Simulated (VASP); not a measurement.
Crystal: AlNi3.

```
CELL_PARAMETERS angstrom
0.00000 2.80189 2.80189
2.80189 0.00000 2.80189
2.80189 2.80189 0.00000
ATOMIC_POSITIONS crystal
Ni 0.75000 0.75000 0.75000
Ni 0.00000 0.00000 0.00000
Ni 0.25000 0.25000 0.25000
Al 0.50000 0.50000 0.50000
```

The cell comes from a database or a generator and needn't be the stable form of this composition.

* Program: VASP 6.6.1
* Task: single point
* Functional: PBE
* Potentials or basis: VASP PAW PBE potentials, release 64 (Ni, Al)
* Cutoff: 520 eV
* k mesh: 8 × 8 × 8
* Occupations: fermi-dirac, width 0.05 eV
* Spin: collinear spin, ferromagnetic start
* Starting moments: [1.0, 1.0, 1.0, 0.0] μB

On this cell: pressure 7.0 GPa; largest force zero by symmetry; net moment 0.00 μB per cell; band gap on the k mesh none (metal or under the smearing width).

The same run follows on a disturbed copy (atoms moved at random, drawn with an rms of 0.05 Å):

```
Ni Al
1.0
     0.00000    2.80189    2.80189
     2.80189    0.00000    2.80189
     2.80189    2.80189    0.00000
Ni Al
3 1
Direct
  0.74919 0.74895 0.75410
  0.00418 0.98856 0.00191
  0.23874 0.26474 0.25634
  0.50429 0.48318 0.50654
```

**Question.** What changes?

**Answer.** The energy (extrapolated to zero smearing) moves by +12.5 meV/atom; pressure 7.6 GPa; largest force 0.822 eV/Å; net moment 0.00 μB per cell; band gap on the k mesh none (metal or under the smearing width).

Forces in eV/Å, atoms in the order of the input:
```
Ni  -0.274  0.112 -0.178
Ni   0.497 -0.172  0.202
Ni  -0.703  0.301 -0.300
Al   0.480 -0.241  0.277
```

Stress tensor (GPa, compression positive):
```
 7.43 -0.42  0.48
-0.42  7.76 -0.41
 0.48 -0.41  7.74
```
